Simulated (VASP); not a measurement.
A run of VASP 6.6.1 is set up as follows.

Contents of INCAR:

```
SYSTEM = N
ALGO = Fast
EDIFF = 1E-6
ENCUT = 520
GGA = PE
ISIF = 2
ISMEAR = 0
LASPH = .True.
LCHARG = .False.
LREAL = .False.
LWAVE = .False.
NBANDS = 12
NELM = 80
PREC = Accurate
SIGMA = 0.1
```

File KPOINTS:

```
k-points
0
Gamma
  9 9 9
  0 0 0
```

File POSCAR:

```
N
1.0
    1.5667029659      0.9045363791      2.7274876772
   -1.5667029659      0.9045363791      2.7274876772
    0.0000000000     -1.8090727581      2.7274876772
N
2
Direct
    0.2336400000      0.2336400000      0.2336400000
    0.7663600000      0.7663600000      0.7663600000
```

Potentials or basis: VASP PAW PBE potentials, release 64 (N).

Run with:

```bash
$ cat potpaw_PBE.64/N/POTCAR > POTCAR
$ mpirun -np 1 vasp_std > vasp.out
```

Q: What does it give for the pressure?

A: -40.6 GPa.

Q: Estimate the band gap on the k mesh.

A: 0.24 eV, indirect (least direct gap 0.28 eV).

Q: Estimate the largest force.

A: 3.620 eV/Å.

Forces in eV/Å, atoms in the order of the input:
```
N    0.000  0.000 -3.620
N    0.000  0.000  3.620
```

Caveat: the cell as given lies far from equilibrium; so large a pressure means that the cell lies far from this level's equilibrium, or that cutoff or potentials fall short; an odd mesh through Γ misses points on the zone boundary, where band edges often lie; forces of over 1 eV/Å show positions far from the minimum, so gaps and moduli don't describe the material at rest.
